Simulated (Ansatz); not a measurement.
HfN:

```
Hf N
1.0
     0.00000    2.25600    2.25600
     2.25600    0.00000    2.25600
     2.25600    2.25600    0.00000
Hf N
1 1
Direct
  0.00000 0.00000 0.00000
  0.50000 0.50000 0.50000
```

Base run:

```yaml
Program: Ansatz 0.2.0
Functional: PBE
Potentials_or_basis: Ansatz PAW
Cutoff: "420 eV (not typed: the program's choice for these potentials)"
k_mesh: 10 × 10 × 10
Occupations: gaussian, width 0.05 eV
Spin: no spin polarisation
```

Its results: band gap on the k mesh none (metal or under the smearing width); pressure 6.6 GPa.

Problem. The run is repeated on the same cell with these changes: functional from PBE to RPBE. What comes out?

Solution. Band gap on the k mesh none (metal or under the smearing width); pressure 11.3 GPa.

RPBE binds less tightly than PBE, so the same cell stands under more pressure.

Caveats: the PAW data sets come from PBE, with cores solved anew for the run's functional, which leaves a small shift of forces and pressure (some runs).
